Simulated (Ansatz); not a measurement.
Crystal: Hf.

```
CELL_PARAMETERS angstrom
0.00000 2.22000 2.22000
2.22000 0.00000 2.22000
2.22000 2.22000 0.00000
ATOMIC_POSITIONS crystal
Hf 0.00000 0.00000 0.00000
```

This isn't the form of Hf at room conditions, which is hcp.

- Program: Ansatz 0.2.0
- Task: relaxation of cell and atoms
- Functional: HSE03
- Potentials or basis: Ansatz PAW
- Cutoff: 420 eV (not typed: the program's choice for these potentials)
- k mesh: 5 × 5 × 5
- Occupations: fermi-dirac, width 0.05 eV
- Spin: no spin polarisation

At the start: volume 21.88 Å³/atom.

Task: Where does the relaxation end?

Result: It ends after 4 steps and the volume is 22.73 Å³/atom (+3.9 %); space group Fm-3m (No. 225, to 0.05 Å).

The path:
```
step  energy change (eV)  largest force (eV/Å)  volume (Å³)
   1              0.0000                0.0000        21.88
   2             -0.0104                0.0000        22.80
   3             -0.0106                0.0000        22.73
   4             -0.0110                0.0000        22.73
```

Final structure:
```xyz
1
Lattice="0.0000 2.2483 2.2483 2.2483 0.0000 2.2483 2.2483 2.2483 0.0000" Properties=species:S:1:pos:R:3 pbc="T T T"
Hf    0.0000    0.0000    0.0000
```

Caveat: the k mesh is coarse (spacing up to 0.49 Å⁻¹), so the values aren't converged, least of all with exact exchange; the plane-wave basis is chosen anew once the cell has moved, so the energies of steps on either side of that aren't comparable; the PAW data sets come from PBE, with cores solved anew for the run's functional, which leaves a small shift of forces and pressure.
